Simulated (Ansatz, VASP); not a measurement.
# Two plane-wave programs on Mo

Contents of INCAR:

```
PREC = Accurate ; ENCUT = 520
EDIFF = 1E-6 ; ISMEAR = -1
SIGMA = 0.05 ; LREAL = False
LASPH = True ; NELM = 150
ALGO = Normal ; ISIF = 2
LWAVE = False ; LCHARG = True
MAGMOM = 0 0 0 ; LORBIT = 11
LSORBIT = True ; GGA_COMPAT = False
LORBMOM = True ; LMAXMIX = 4
GGA = PS ; LVHAR = True
NBANDS = 25
```

The input KPOINTS:

```
Automatic mesh
0
Gamma
  12 12 12
```

File POSCAR:

```
Mo
1.0
   -1.5838089719      1.5838089719      1.5838089719
    1.5838089719     -1.5838089719      1.5838089719
    1.5838089719      1.5838089719     -1.5838089719
Mo
1
Direct
    0.0000000000      0.0000000000      0.0000000000
```

The input input.yaml:

```yaml
crystal:
  lattice:
    - [-1.5838089719, 1.5838089719, 1.5838089719]
    - [1.5838089719, -1.5838089719, 1.5838089719]
    - [1.5838089719, 1.5838089719, -1.5838089719]
  atoms:
    - { symbol: Mo, position: [0.0, 0.0, 0.0] }
hamiltonian:
  xc: pbesol
  pseudopotentials: { kind: paw_fr }
magnetization:
  noncollinear: true
  spin_orbit: true
kpoints:
  mp_grid: { grid: [12, 12, 12] }
  band_path:
    path:
      - [[0.0, 0.0, 0.0], [0.5, -0.5, 0.5], [0.0, 0.0, 0.5], [0.0, 0.0, 0.0], [0.25, 0.25, 0.25], [0.5, -0.5, 0.5]]
      - [[0.25, 0.25, 0.25], [0.0, 0.0, 0.5]]
    npoints: 14
scf:
  occupations: { method: fermi_dirac, width: 0.05 }
  n_extra_bands: 6
output:
  forces: true
  stress: true
  eigenvalues: true
  fatbands: false
```

Alike in both runs: functional PBEsol; k mesh 12 × 12 × 12; occupations fermi-dirac, width 0.05 eV; non-collinear spin, spin-orbit coupling.

|  | VASP | Ansatz |
| --- | --- | --- |
| version | VASP 6.6.1 | Ansatz 0.2.0 |
| potentials or method | VASP PAW PBE potentials, release 64 (Mo_sv) | Ansatz PAW |
| plane-wave cutoff (eV) | 520 | 420 |
| valence electrons in the cell | 14 | 14 |
| task | single point | band structure |

|  | VASP | Ansatz | Ansatz less VASP |
| --- | --- | --- | --- |
| gap on the k mesh at the Fermi level (eV) | none | none | - |
| pressure (GPa) | -9.0 | -9.5 | -0.48 |
| net moment per atom (μB) | 0.00 | 0.00 | 0.000 |

A gap of «none» marks a metal or a gap that the smearing closes. The functional is the same, so the differences come from potentials, cutoffs and numerics.

Caveats: the PAW data sets were made with another functional, which shifts forces and pressure a little (VASP); the PAW data sets come from PBE, with cores solved anew for the run's functional, which leaves a small shift of forces and pressure (Ansatz).
